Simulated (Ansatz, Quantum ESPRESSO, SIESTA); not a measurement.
## P: 5 runs at one level of theory

```
P
1.0
     3.28373    0.00000    0.00000
     0.00000   34.85703    0.00000
     0.00000    0.00000    4.63208
P
4
Direct
  0.50000 0.97026 0.90785
  0.50000 0.02974 0.09215
  0.00000 0.02974 0.40785
  0.00000 0.97026 0.59215
```

This isn't the form of P at room conditions, which is orthorhombic.

The cell holds a layer with vacuum beside it, so values per volume hang on the cell's height.

Alike in all runs: task band structure; functional PBEsol; k mesh 8 × 1 × 6; occupations fermi-dirac, width 0.05 eV; no spin polarisation; no spin-orbit coupling. Gaps are the smaller of the mesh's and the band path's.

```tsv
program and potentials	plane-wave cutoff (eV)	notes	band gap (eV)	largest force (eV/Å)
Ansatz, Ansatz PAW	420	potentials made for PBE, which Ansatz adapts in part	0.87	0.270
Quantum ESPRESSO, GBRV 1.5 PBEsol	612	-	0.87	0.271
Ansatz, PAW datasets made for the crystal	220	-	0.88	0.269
SIESTA, files PseudoDojo sr-pbesol-0.4.1-standard, DZP (energy shift 0.003 Ry)	-	atomic basis	0.97	0.539
Ansatz, all-electron LAPW, scalar-relativistic	-	-	0.88	0.269
```

Force on atom 3 (P), eV/Å:

```csv
program and potentials,x,y,z
"Ansatz, Ansatz PAW",0.000,0.060,0.263
"Quantum ESPRESSO, GBRV 1.5 PBEsol",0.000,0.058,0.265
"Ansatz, PAW datasets made for the crystal",0.000,0.057,0.263
"SIESTA, files PseudoDojo sr-pbesol-0.4.1-standard, DZP (energy shift 0.003 Ry)",0.000,0.247,0.479
"Ansatz, all-electron LAPW, scalar-relativistic",0.000,0.057,0.263
```

The band gap spans 0.87 (Ansatz, Ansatz PAW) to 0.97 eV (SIESTA, files PseudoDojo sr-pbesol-0.4.1-standard, DZP (energy shift 0.003 Ry)), with all-electron results at 0.88. The paths' points differ, which is worth about 0.01 eV. Rows in atomic bases carry the error of their basis and grid, which can be large.

Differences between rows come from potentials, basis sets and numerical settings, since the functional is the same but for its coding. Runs on potential files found faulty are left out.
